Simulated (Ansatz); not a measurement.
The system is Cr.

```
Cr
1.0
     2.71400    0.00000    0.00000
    -1.35700    2.35039    0.00000
     0.00000    0.00000    4.41000
Cr
2
Cartesian
  1.3570 0.7835 3.3075
  0.0000 1.5669 1.1025
```

This isn't the form of Cr at room conditions, which is bcc.

A run of Ansatz 0.2.0 on this cell left the log below. Logs are shortened: lines on timing, memory, paths and dates and some standing lists are left out, and cuts for length are marked.

```text
Warning: RAYON_NUM_THREADS=2 ignored (pool sized by the plan → 2); use --threads N
Engine: ansatz 0.2.0, aarch64-unknown-linux-gnu
Pseudopotentials: kind: paw
Pseudopotential: Cr, paw, valence charge 14, recommended cutoff 420 eV (normal), Cr.paw.azcp
Functional definition: PBE
  parameter kappa = 0.804
  parameter beta = 0.06672455060314922
  exchange = pbe_x(kappa = kappa, mu = beta*pi^2/3)
  correlation = pbe_c(beta = beta)
Crystal: 2 atoms, lattice volume = 28.131 Å³
Basis set: ecut = 420 eV, 549 PW (Γ), exchange–correlation on 40×40×60 points (8 copies of the dense FFT grid, shifted against one another)
Bands: 21, of which v1, the nominal top of the filled ones, is band 14 counted from 1 (13 counted from 0)
Symmetry: 24 space group operations
Space group: P63/mmc (ITA 194), of the structure as read, at distance tolerance 3.0e-5 Å
Magnetic group: BNS 194.263 (UNI 1493), of the structure as read, at distance tolerance 3.0e-5 Å
k-points: 64 of 726
Non-local potential: Cr, projectors of the file, l = 0: 3, l = 1: 2, l = 2: 3, l = 3: 1
PAW form: soft (Blöchl's): semilocal exchange-correlation on the pseudo side does not see the compensation charge
PAW one-centre angular grid: Cr, 590 points (default); XC on 64 Gauss nodes
Initial density: superposition of atomic densities (chi_scale 0.1, normalization cell)
Starting moments: Σ|m| = 6 μB on 2 of 2 sites
Initial wavefunctions: pseudopotential atomic-orbital guess
Functional: x = pbe(κ = 0.804, μ = 0.2195149727645171), c = pbe(β = 0.06672455060314922)
SCF iter   1: F=—  HF=-6758.228320 eV  |F-HF|=—  |Δ(HF+E_count)|=         —  Δρ=2.46e-1 (↑2.46e-1 ↓8.01e-2)  dr2=1.04e1  dr2_m=5.93e0  M=1.995 μB ∫|m|=1.995 μB  β_m=0.30  ethr=3.10e-3  ⟨swp⟩=3.6  Hψ=9422  notcnv=0
Mixer restart at iter 1: flushing history
preconditioner: auto → none  [metal: Δε(μ)=0.004 eV  Ē_g=5.592 eV  σ=0.050 eV  W_gap=0.02  n_scr=8 (ndim 8)  ℏωp=24.3 eV  f_vac=0.000  D(μ)=2.97/eV (n_scr^D=36)  sad-step TF]
SCF iter   2: F=—  HF=-6755.325349 eV  |F-HF|=—  |Δ(HF+E_count)|=    2.90e0  Δρ=1.41e-1 (↑1.41e-1 ↓6.01e-2)  dr2=3.06e0  dr2_m=2.30e0  M=2.189 μB ∫|m|=2.189 μB  β_m=0.49  ethr=3.10e-3  ⟨swp⟩=2.0  Hψ=6032  notcnv=0  defer=112
SCF iter   3: F=—  HF=-6754.176719 eV  |F-HF|=—  |Δ(HF+E_count)|=    1.15e0  Δρ=2.85e-2 (↑2.85e-2 ↓2.03e-2)  dr2=1.19e-1  dr2_m=1.27e-1  M=2.176 μB ∫|m|=2.177 μB  β_m=0.63  ethr=3.10e-3  ⟨swp⟩=2.8  Hψ=5308  notcnv=0  defer=107
SCF iter   4: F=—  HF=-6754.145780 eV  |F-HF|=—  |Δ(HF+E_count)|=   3.09e-2  Δρ=7.47e-3 (↑2.63e-3 ↓7.47e-3)  dr2=1.18e-2  dr2_m=4.54e-3  M=1.961 μB ∫|m|=1.963 μB  β_m=0.81  ethr=4.25e-4  ⟨swp⟩=2.2  Hψ=5167  notcnv=0  defer=80
[... 23 lines left out ...]
Spin contamination: 0.0053 ħ² per cell (⟨S²⟩ above its minimum at these occupations)
Per-site moments (μB) at R_I (Å): [(0.7896596825891659, 1.1158327308725133), (0.7896596825891653, 1.1158327308725133)]
Free energy (F): -6754.160031 eV
Harris-Foulkes:  -6754.160031 eV  (|F-HF|=5.52e-10)
Internal energy: -6754.125526 eV  (E = F + TS)
E sigma→0 (E₀):  -6754.142778 eV
Entropy (-TS):   -0.034505 eV (-17.253 meV/atom)
Fermi energy:    15.259252 eV
--- Per-component energies (eV) ---
  E_band       = -392.851999
  E_kinetic    = 678.667870
  E_local      = -2696.218700  (includes V_loc(G=0)·N_el)
  E_nonlocal   = 157.177584
  E_hartree    = 1148.649336
  E_xc         = -276.580796
  E_vxc        = -352.554695  (∫ρ·V_xc dr)
  E_paw        = -2388.999639  (= ΣΔE_a)
  E_vpaw       = -477.226173  (= ΣTr[D̂ρ^β])
  E_aug_tail   = 0.000784  (compensation charges beyond the density's cutoff)
  E_ewald      = -3376.821965
  E_smearing   = -0.034505  (= −TS)
  E_closure    = 0.000000  (closes the sum)
  Σ components = -6754.160031   (vs F -6754.160031, Δ=0.00e0)
--- Forces (eV/Å), atoms counted from 1 ---
  atom   1  Cr     0.00000000     0.00000000     0.00000000
  atom   2  Cr     0.00000000    -0.00000000     0.00000000
  max |Σ_I F_I| component: 0.00e0 eV/Å
--- Stress (GPa, compression-positive) ---
      -27.019268      -0.000000       0.000000
        0.000000     -27.019268       0.000000
        0.000000       0.000000     -22.339801
  P = ⅓ Tr σ = -25.4594 GPa (-254.594 kbar)
--- Band table (eV; the first three rows and the last of 128) ---
  k-point 0 ↑: bands = ["-56.6611", "-56.5729", "-28.1404", "-27.7956", "-27.7956", "-27.7290", "-27.7290", "-27.6521", "8.0862", "11.6838", "14.6011", "14.6011", "14.6526", "14.9698", "14.9698", "15.4166", "15.4166", "15.6377", "16.6591", "16.6591", "22.5471"]
  k-point 1 ↑: bands = ["-56.6552", "-56.5789", "-28.1084", "-27.7911", "-27.7911", "-27.7335", "-27.7335", "-27.6855", "8.3304", "11.5728", "14.5367", "14.5367", "14.5627", "14.8861", "14.8861", "15.0642", "15.5949", "15.5949", "16.6440", "16.6440", "23.6298"]
  k-point 2 ↑: bands = ["-56.6392", "-56.5951", "-28.0205", "-27.7790", "-27.7790", "-27.7764", "-27.7457", "-27.7457", "9.0274", "11.0470", "14.3033", "14.3421", "14.4819", "14.4819", "14.7031", "14.7031", "15.9585", "15.9585", "16.5482", "16.5482", "26.0677"]
  k-point 63 ↓: bands = ["-55.7405", "-55.7405", "-27.3021", "-27.3021", "-27.1755", "-27.1755", "-26.9866", "-26.9866", "13.3694", "13.3694", "14.0331", "14.0331", "14.5381", "14.5381", "16.1722", "16.1722", "17.4864", "17.4864", "21.4752", "21.4752", "23.8228"]
```

Question: Write the input and the command behind it.

Answer: Single point with PBE, collinear spin, ferromagnetic start. The files as run (others can give the same):

input.yaml
```yaml
crystal:
  lattice:
    - [2.714, 0.0, 0.0]
    - [-1.357, 2.3503929459, 0.0]
    - [0.0, 0.0, 4.41]
  atoms:
    - { symbol: Cr, position: [0.6666666667, 0.3333333333, 0.75], spin: 3.0 }
    - { symbol: Cr, position: [0.3333333333, 0.6666666667, 0.25], spin: 3.0 }
hamiltonian:
  xc: pbe
  pseudopotentials: { kind: paw }
magnetization:
  spin_polarized: true
kpoints:
  mp_grid: { grid: [11, 11, 6] }
scf:
  occupations: { method: fermi_dirac, width: 0.05 }
output:
  forces: true
  stress: true
  eigenvalues: true
```

Potentials or basis: Ansatz PAW.
Launch:
```sh
$ ansatz run input.yaml --threads 2 --pin off --max-ram 5120MiB --backend cpu --events-out ev --progress --plain --runs-dir out
```

Caveat: so large a pressure means that the cell lies far from this level's equilibrium, or that cutoff or potentials fall short.
